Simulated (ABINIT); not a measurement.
Here is an ABINIT 10.8.3 (patched build) calculation.

run.abi

```
pp_dirpath "./"
pseudos "Ti.upf, C.upf"

acell 3*1.0 Angstrom
rprim
     0.0000000000     2.1657188437     2.1657188437
     2.1657188437     0.0000000000     2.1657188437
     2.1657188437     2.1657188437     0.0000000000
ntypat 2
znucl 22 6
natom 2
typat 1 2
xred
     0.0000000000     0.0000000000     0.0000000000
     0.5000000000     0.5000000000     0.5000000000

ecut 35.0

kptopt 1
ngkpt 8 8 8
nshiftk 1
shiftk 0.0 0.0 0.0

ixc 7

nband 12
occopt 3
tsmear 0.00183747

nstep 100
tolvrs 1.0e-10

iomode 3
prtwf 0
prtden 0
prteig 0
prtebands 0
enunit 2
```

Potentials or basis: PseudoDojo NC SR LDA v0.4.1 standard.

Run with:

```bash
$ abinit run.abi > log 2>&1
```

Task: What does it give for the band gap on the k mesh?

Result: None (metal or under the smearing width).
